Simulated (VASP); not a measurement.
# CoSi: relaxation of cell and atoms with r2SCAN

CoSi:

```
Co Si
1.0
     4.43800    0.00000    0.00000
     0.00000    4.43800    0.00000
     0.00000    0.00000    4.43800
Co Si
4 4
Cartesian
  0.6213 0.6213 0.6213
  1.5977 3.8167 2.8403
  2.8403 1.5977 3.8167
  3.8167 2.8403 1.5977
  3.7412 3.7412 3.7412
  2.9158 0.6968 1.5222
  1.5222 2.9158 0.6968
  0.6968 1.5222 2.9158
```

| Item | Value |
| --- | --- |
| Program | VASP 6.6.1 |
| Task | relaxation of cell and atoms |
| Functional | r2SCAN |
| Potentials or basis | VASP PAW PBE potentials, release 64 (Co, Si) |
| Cutoff | 600 eV |
| k mesh | 8 × 8 × 8 |
| Occupations | methfessel-paxton, width 0.1 eV |
| Spin | collinear spin, ferromagnetic start |
| Starting moments | [1.5, 1.5, 1.5, 1.5, 0.0, 0.0, 0.0, 0.0] μB |
| Further INCAR settings | ALGO = Normal; EDIFF = 1e-06; AMIX = 0.2; BMIX = 0.0001; IBRION = 2; EDIFFG = -0.01; NSW = 90; ISIF = 3 |

```yaml
Relaxed_volume: 10.53 Å³/atom
Relaxed_cell: a = 4.383 Å, b = 4.383 Å, c = 4.383 Å, α = 90.00°, β = 90.00°, γ = 90.00°
Space_group_after_relaxing_to_0.05_Å: P2_13 (No. 198)
Energy_gained_by_relaxing: 12.9 meV/atom
Ionic_steps: 13
Pressure_after_relaxing: 0.0 GPa
Largest_force_after_relaxing: 0.004 eV/Å
Band_gap_on_the_k_mesh: none (metal or under the smearing width)
Net_moment: 0.00 μB per cell
Valence_electrons_inside_the_program's_atomic_spheres: Co 8.75; Si 1.62
```

Forces in eV/Å, atoms in the order of the input:
```
Co   0.001  0.001  0.001
Co  -0.001 -0.001  0.001
Co   0.001 -0.001 -0.001
Co  -0.001  0.001 -0.001
Si   0.002  0.002  0.002
Si  -0.002 -0.002  0.002
Si   0.002 -0.002 -0.002
Si  -0.002  0.002 -0.002
```

The path:
```tsv
step	energy change (eV)	largest force (eV/Å)	pressure (GPa)	volume (Å³)
1	0.0000	0.2415	-7.65	87.41
2	0.0386	0.4412	11.74	80.98
3	-0.0765	0.3360	0.23	84.43
4	-0.0765	0.3380	0.44	84.37
5	-0.0932	0.2084	0.40	84.25
6	-0.1026	0.0332	0.49	84.03
7	-0.1028	0.0353	0.47	84.06
8	-0.1025	0.0069	-0.83	84.50
9	-0.1032	0.0205	-0.16	84.23
10	-0.1031	0.0228	0.03	84.21
11	-0.1032	0.0219	0.09	84.22
12	-0.1032	0.0211	-0.06	84.23
13	-0.1032	0.0037	0.01	84.21
```

Final structure:
```yaml
crystal:
  lattice:
    - [4.38315, 0.00000, 0.00000]
    - [0.00000, 4.38315, 0.00000]
    - [0.00000, 0.00000, 4.38315]
  atoms:
    - { symbol: Co, position: [0.14575, 0.14575, 0.14575] }
    - { symbol: Co, position: [0.35425, 0.85425, 0.64575] }
    - { symbol: Co, position: [0.64575, 0.35425, 0.85425] }
    - { symbol: Co, position: [0.85425, 0.64575, 0.35425] }
    - { symbol: Si, position: [0.84361, 0.84361, 0.84361] }
    - { symbol: Si, position: [0.65639, 0.15639, 0.34361] }
    - { symbol: Si, position: [0.34361, 0.65639, 0.15639] }
    - { symbol: Si, position: [0.15639, 0.34361, 0.65639] }
```

Levels at points of the mesh, in eV from the Fermi level:
Spin up:
```
           k point  band 22  band 23  band 24  band 25  band 26  band 27  band 28  band 29  band 30  band 31
(0.00, 0.00, 0.00)    -1.02    -0.87    -0.87     0.00     0.00     0.00     2.87     2.87     2.87     3.15
(0.50, 0.00, 0.00)    -1.15    -0.72    -0.72    -0.51    -0.51     1.10     1.10     1.72     1.72     4.61
(0.50, 0.50, 0.00)    -1.61    -1.10    -1.10    -0.04    -0.04     0.69     0.69     2.29     2.29     2.76
(0.50, 0.50, 0.50)    -1.34    -1.34    -1.34    -0.20    -0.20    -0.20    -0.20     6.10     6.10     6.10
```
Spin down:
```
           k point  band 24  band 25  band 26  band 27  band 28  band 29
(0.00, 0.00, 0.00)    -0.87     0.00     0.00     0.00     2.87     2.87
(0.50, 0.00, 0.00)    -0.72    -0.51    -0.51     1.10     1.10     1.72
(0.50, 0.50, 0.00)    -1.10    -0.04    -0.04     0.69     0.69     2.29
(0.50, 0.50, 0.50)    -1.34    -0.20    -0.20    -0.20    -0.20     6.10
```

It took 12 min on 4 MPI ranks on Intel(R) Xeon(R) 6975P-C (Granite Rapids), with other jobs on the host, peak memory 0.43 GiB a rank.

Caveat: the starting moments collapsed, and a magnetic state may lie lower; the PAW data sets were made with another functional, which shifts forces and pressure a little.
